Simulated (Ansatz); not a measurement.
Working through a charge-density difference against the sublattices of BP, space group F-43m

With the Ansatz DFT code, driven from Python.

Notebook, run cell by cell (the value of a cell's last expression is shown):

In [1]:
```python
import warnings

import ansatz as az
import numpy as np

vectors0 = np.array([
    [0.0, 2.269, 2.269],
    [2.269, 0.0, 2.269],
    [2.269, 2.269, 0.0],
])
sites = [
    ("B", (0.0, 0.0, 0.0)),
    ("P", (0.25, 0.25, 0.25)),
]


def on_lattice(cell):
    crystal = az.Crystal(lattice=az.Lattice.of(cell))
    for symbol, position in sites:
        crystal = crystal.atom(symbol, position)
    return crystal
```

In [2]:
```python
warnings.simplefilter("ignore", az.DeckWarning)
```

In [3]:
```python
# same cell, cutoff and mesh for the crystal and its parts
def solve(crystal):
    return (
        crystal.calculation()
        .occupations("fermi_dirac", width=0.1)
        .mixing("msr1", preconditioner="resta")
        .functional("pbe")
        .scf(max_iterations=100, algorithm="density_mixing", self_checks="high")
        .basis(460, grid_basis="typed")
        .kpoints(6, 6, 6)
        .density()
        .run(threads=1)
    )
```

In [4]:
```python
whole = solve(on_lattice(vectors0))
difference = whole.density().channels[0].density_e_per_ang3.copy()
binding = whole.report["free_energy_ev"]
for element in ["B", "P"]:
    part = az.Crystal(lattice=az.Lattice.of(vectors0))
    for symbol, position in sites:
        if symbol == element:
            part = part.atom(symbol, position)
    alone = solve(part)
    difference -= alone.density().channels[0].density_e_per_ang3
    binding -= alone.report["free_energy_ev"]
    print(f"{element} sublattice: {alone.report['n_electrons']:g} electrons, {alone.report['n_iterations']} iterations")

voxel = abs(np.linalg.det(vectors0)) / difference.size
print(f"energy of the crystal less its unpolarised sublattices: {binding / len(sites):.4f} eV/atom")
print(f"net charge of the difference {difference.sum() * voxel:.5f} e, charge moved {0.5 * np.abs(difference).sum() * voxel:.3f} e")
print(f"extremes {difference.min():.4f} and {difference.max():.4f} e/A^3")
for (symbol, position) in sites:
    index = tuple(int(round(p * n)) % n for p, n in zip(position, difference.shape))
    print(f"  change of the pseudo-density at the grid point nearest {symbol}: {difference[index]:+.4f} e/A^3")
```
```text
B sublattice: 3 electrons, 6 iterations
P sublattice: 5 electrons, 6 iterations
energy of the crystal less its unpolarised sublattices: -3.4031 eV/atom
net charge of the difference -0.00000 e, charge moved 0.640 e
extremes -0.1417 and 0.2867 e/A^3
  change of the pseudo-density at the grid point nearest B: -0.1393 e/A^3
  change of the pseudo-density at the grid point nearest P: -0.0495 e/A^3
```

Caveats:
- The settings weren't tested for convergence.
- The fields are valence quantities on the plane-wave grid; their values near the nuclei depend on the potentials.
- The starting cell is as deposited in a crystallographic database; the results hold for this polymorph, which needn't be the stable one.
- Charge moved counts every rearrangement, bonding and polarisation too, and is no transfer between atoms; the bare sublattices are artificial references. Values near the nuclei depend on the potentials.
- The whole script took 1.5 s on 1 thread of Arm Neoverse V2 (shared host), peak memory 0.31 GiB.

(Lines on the test bed's own set-up are left out of the output.)
